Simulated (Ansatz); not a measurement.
# Ga7N8: the cost of one run

Method: DFT PBE, scalar-relativistic, plane waves, PAW, in Ansatz 0.2.0.

4 further runs of the same task are left out: 1 that didn't finish, 3 set aside as unsound or not needed.

## Step 1: The structure to begin with

Symmetry: F-43m, No. 216, cubic system. The conventional cell has a = 9.097 Å, b = 9.097 Å, c = 9.097 Å, α = 90.00°, β = 90.00°, γ = 90.00°. Ga (site symmetry 2mm) is surrounded by 4 N at 1.97 Å. Ga (site symmetry -43m) is surrounded by 4 N at 1.97 Å. N (site symmetry 3m) has 3 Ga at 1.97 Å as nearest neighbours. N (site symmetry 3m) is surrounded by 4 Ga at 1.97 Å.

The input asks for a charge of -3 e on the cell.

Structure file:

```
CELL_PARAMETERS angstrom
0.00000 4.54848 -4.54848
4.54848 4.54848 0.00000
4.54848 0.00000 -4.54848
ATOMIC_POSITIONS crystal
Ga 0.00000 0.50000 0.50000
Ga 0.50000 0.00000 0.50000
Ga 0.50000 0.50000 0.50000
Ga 0.00000 0.00000 0.00000
Ga 0.00000 0.50000 0.00000
Ga 0.50000 0.00000 0.00000
Ga 0.50000 0.50000 0.00000
N 0.12500 0.12500 0.12500
N 0.12500 0.62500 0.12500
N 0.62500 0.12500 0.12500
N 0.62500 0.62500 0.12500
N 0.12500 0.12500 0.62500
N 0.12500 0.62500 0.62500
N 0.62500 0.12500 0.62500
N 0.62500 0.62500 0.62500
```

It goes back to an entry of the Materials Project, which need not be the stable form.

It is built from the cell relaxed beforehand with the same method (11.76 Å³/atom).

## Step 2: The vacancy and the jump

The supercell lacks one Ga atom, at fractional position (0.000, 0.000, 0.500), and holds 15 atoms and a charge of -3 e on a uniform background. Atom 1 (Ga), 3.22 Å away, is to jump into the empty site. The cell is fixed.

## Step 3: Relaxing around the vacancy

Input file input.yaml:

```yaml
crystal:
  lattice:
    - [0.0, 4.5484769843, -4.5484769843]
    - [4.5484769843, 4.5484769843, 0.0]
    - [4.5484769843, 0.0, -4.5484769843]
  atoms:
    - { symbol: Ga, position: [0.0, 0.5, 0.5] }
    - { symbol: Ga, position: [0.5, 0.0, 0.5] }
    - { symbol: Ga, position: [0.5, 0.5, 0.5] }
    - { symbol: Ga, position: [0.0, 0.0, 1.0] }
    - { symbol: Ga, position: [0.0, 0.5, 1.0] }
    - { symbol: Ga, position: [0.5, 0.0, 1.0] }
    - { symbol: Ga, position: [0.5, 0.5, 1.0] }
    - { symbol: "N", position: [0.125, 0.125, 0.125] }
    - { symbol: "N", position: [0.125, 0.625, 0.125] }
    - { symbol: "N", position: [0.625, 0.125, 0.125] }
    - { symbol: "N", position: [0.625, 0.625, 0.125] }
    - { symbol: "N", position: [0.125, 0.125, 0.625] }
    - { symbol: "N", position: [0.125, 0.625, 0.625] }
    - { symbol: "N", position: [0.625, 0.125, 0.625] }
    - { symbol: "N", position: [0.625, 0.625, 0.625] }
total_charge: -3
basis:
  ecutwfc: 420
kpoints:
  mp_grid: { grid: [4, 4, 4] }
hamiltonian:
  xc: pbe
scf:
  occupations: { method: gaussian, width: 0.05 }
output:
  forces: true
  stress: true
  eigenvalues: true
  write_density: true
  write_potential: true
  elf: true
  volumetric_format: npy
relax:
  adjacent_minimum: "off"
  f_tol: 0.02
  max_steps: 50
```

Started as:

```bash
> ansatz run input.yaml --threads 4 --pin off --max-ram 9216MiB --backend cpu --events-out ev --progress --plain --runs-dir out
```

**Question.** How long does this run take on 4 threads of Arm Neoverse N1, shared host, and how much memory does it need?

About 29 s, with a peak of 0.66 GiB.
